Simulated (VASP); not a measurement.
# LiH (rocksalt), PBE single-point calculation: VASP's output and Ansatz's

POSCAR

```
Li H
 1.0000000000000000
     0.0000000000000000    2.0029948450999999    2.0029948450999999
     2.0029948450999999    0.0000000000000000    2.0029948450999999
     2.0029948450999999    2.0029948450999999    0.0000000000000000
 Li  H
   1   1
Cartesian
  0.0000000000000000  0.0000000000000000  0.0000000000000000
  2.0029948450999999  2.0029948450999999  2.0029948450999999
```

VASP ran with the recommended PBE PAW datasets (4 valence electrons in the cell).

From OUTCAR

```
k-points           NKPTS =     47   k-points in BZ     NKDIM =     47   number of bands    NBANDS=      9

   NELECT =       4.0000    total number of electrons

   dimension x,y,z NGX =    24 NGY =   24 NGZ =   24
   dimension x,y,z NGXF=    48 NGYF=   48 NGZF=   48

  energy-cutoff  :      520.00
  volume of cell :       16.07
      direct lattice vectors                 reciprocal lattice vectors
     0.000000000  2.002994845  2.002994845    -0.249626204  0.249626204  0.249626204
     2.002994845  0.000000000  2.002994845     0.249626204 -0.249626204  0.249626204
     2.002994845  2.002994845  0.000000000     0.249626204  0.249626204 -0.249626204

 k-points in reciprocal lattice and weights: KPOINTS created by Atomic Simulation Env
   0.00000000  0.00000000  0.00000000       0.001
   0.10000000  0.00000000  0.00000000       0.008
   0.20000000  0.00000000  0.00000000       0.008
   0.30000000  0.00000000  0.00000000       0.008
   0.40000000  0.00000000  0.00000000       0.008
   0.50000000  0.00000000  0.00000000       0.004
   0.10000000  0.10000000  0.00000000       0.006
   0.20000000  0.10000000  0.00000000       0.024
   ...

 E-fermi :   0.6228

 k-point     1 :       0.0000    0.0000    0.0000
  band No.  band energies     occupation
      1     -44.1885      2.00000
      2      -5.3403      2.00000
      3      16.2201      0.00000
      4      18.0107      0.00000
      5      18.0107      0.00000
      6      18.0107      0.00000
      7      22.7297      0.00000
      8      22.7297      0.00000
      9      22.7297      0.00000

 k-point     2 :       0.1000    0.0000    0.0000
  band No.  band energies     occupation
      1     -44.1842      2.00000
      2      -5.1634      2.00000
      3      14.7386      0.00000
      4      17.0150      0.00000
      5      17.6214      0.00000
      6      17.6214      0.00000
      7      22.1605      0.00000
      8      23.5712      0.00000
      9      23.5712      0.00000

 k-point     3 :       0.2000    0.0000    0.0000
  band No.  band energies     occupation
      1     -44.1725      2.00000
      2      -4.6461      2.00000
      3      11.4791      0.00000
      4      15.7442      0.00000
      5      16.9934      0.00000
      6      16.9934      0.00000
      7      23.0059      0.00000
      8      23.3625      0.00000
      9      23.3626      0.00000

 k-point     4 :       0.3000    0.0000    0.0000
  band No.  band energies     occupation
      1     -44.1581      2.00000
      2      -3.8495      2.00000
      3       8.3286      0.00000
      4      14.6980      0.00000
      5      16.6132      0.00000
      6      16.6132      0.00000
      7      21.2906      0.00000
      8      21.2906      0.00000
      9      24.5614      0.00000

 k-point     5 :       0.4000    0.0000    0.0000
  band No.  band energies     occupation
      1     -44.1463      2.00000
      2      -2.9730      2.00000
      3       5.9693      0.00000
      4      14.0146      0.00000
      5      16.5567      0.00000
      6      16.5567      0.00000
      7      19.7860      0.00000
      8      19.7860      0.00000
      9      26.3916      0.00000

 k-point     6 :       0.5000    0.0000    0.0000
  band No.  band energies     occupation
      1     -44.1419      2.00000
      2      -2.5337      2.00000
      3       5.0263      0.00000
      4      13.7783      0.00000
      5      16.6192      0.00000
      6      16.6192      0.00000
      7      19.1962      0.00000
      8      19.1962      0.00000
      9      27.4455      0.00000

 k-point     7 :       0.1000    0.1000    0.0000
  band No.  band energies     occupation
      1     -44.1827      2.00000
      2      -5.1017      2.00000
      3      14.9378      0.00000
      4      16.3694      0.00000
      5      16.3694      0.00000
      6      18.7944      0.00000
      7      20.0338      0.00000
      8      24.9916      0.00000
      9      24.9951      0.00000

 k-point     8 :       0.2000    0.1000    0.0000
  band No.  band energies     occupation
      1     -44.1736      2.00000
      2      -4.6889      2.00000
      3      12.5668      0.00000
      4      15.0184      0.00000
      5      15.3619      0.00000
      6      18.5320      0.00000
      7      20.2933      0.00000
      8      23.6939      0.00000
      9      26.2387      0.00000

 k-point     9 :       0.3000    0.1000    0.0000
  band No.  band energies     occupation
      1     -44.1601      2.00000
      2      -3.9635      2.00000
      3       9.3539      0.00000
      4      13.7906      0.00000
      5      14.7939      0.00000
      6      17.7368      0.00000
      7      21.8059      0.00000
      8      22.7355      0.00000
      9      24.3846      0.00000

 ...

  Total       -0.0217605     -0.0217605     -0.0217605      0.0000000      0.0000000      0.0000000
  in kB       -2.1692512     -2.1692512     -2.1692512      0.0000000      0.0000000      0.0000000
  external PRESSURE =      -2.1692512 kB  Pullay stress =       0.0000000 kB

 POSITION                                       TOTAL-FORCE (eV/Angst)
 -----------------------------------------------------------------------------------
      0.00000      0.00000      0.00000         0.000000     -0.000000     -0.000000
      2.00299      2.00299      2.00299        -0.000000      0.000000      0.000000
 -----------------------------------------------------------------------------------
    total drift:                                0.000000     -0.000000     -0.000000

  FREE ENERGIE OF THE ION-ELECTRON SYSTEM (eV)
  ---------------------------------------------------
  free  energy   TOTEN  =        -6.1270835379 eV

  energy  without entropy=       -6.1270835379  energy(sigma->0) =       -6.12708354
```

Each program uses its own PAW datasets. VASP's cell holds 4 valence electrons and Ansatz's 4. Ansatz's stress includes a Pulay correction; VASP's doesn't. Ansatz solved a whole band path, VASP its corner points and band edges.

What does Ansatz give for the same cell and level of theory?

gap between bands v and c 2.98 eV; least direct gap 2.98 eV; pressure 0.0 GPa.

Ansatz printed

```
SCF 1 converged in 6 iterations: F = -221.391739 eV  dr2 = 3.20e-12
  greatest PAW one-centre occupation: 1.000 electrons in one spin orbital (limit 2), on the Li atom at site 0 (counted from 0), in its partial waves of l = 0
NSCF: frozen V_eff on 102 k-points
SCF converged after 6 iterations
Free energy (F): -221.391739 eV
Harris-Foulkes:  -221.391739 eV  (|F-HF|=9.66e-13)
Internal energy: -221.391739 eV  (E = F + TS)
E sigma→0 (E₀):  -221.391739 eV
Fermi energy:    2.238701 eV
--- Per-component energies (eV) ---
  E_band       = -90.146876
  E_kinetic    = 36.006101
  E_local      = -124.531240  (includes V_loc(G=0)·N_el)
  E_nonlocal   = -31.728625
  E_hartree    = 34.800345
  E_xc         = -20.232585
  E_vxc        = -26.120832  (∫ρ·V_xc dr)
  E_paw        = -21.551247  (= ΣΔE_a)
  E_vpaw       = -13.371813  (= ΣTr[D̂ρ^β])
  E_aug_tail   = -0.001164  (compensation charges beyond the density's cutoff)
  E_ewald      = -94.153324
  E_smearing   = -0.000000  (= −TS)
  E_closure    = 0.000000  (closes the sum)
  Σ components = -221.391739   (vs F -221.391739, Δ=0.00e0)
--- Forces (eV/Å), atoms counted from 1 ---
  atom   1  Li    -0.00000000     0.00000000     0.00000000
  atom   2  H      0.00000000    -0.00000000    -0.00000000
  max |Σ_I F_I| component: 7.70e-31 eV/Å
--- Stress (GPa, compression-positive) ---
        0.028809       0.000000      -0.000000
       -0.000000       0.028809       0.000000
       -0.000000       0.000000       0.028809
  P = ⅓ Tr σ = 0.0288 GPa (0.288 kbar)
--- Band table (eV; the first three rows and the last of 47) ---
  k-point 0: bands = ["-43.5206", "-4.7019", "16.8597", "18.6471", "18.6471", "18.6471"]
  k-point 1: bands = ["-43.5162", "-4.5246", "15.3799", "17.6590", "18.2590", "18.2590"]
  k-point 2: bands = ["-43.5045", "-4.0063", "12.1179", "16.3905", "17.6326", "17.6326"]
  k-point 46: bands = ["-43.4596", "0.5374", "5.1984", "7.0159", "12.4493", "18.3579"]
```
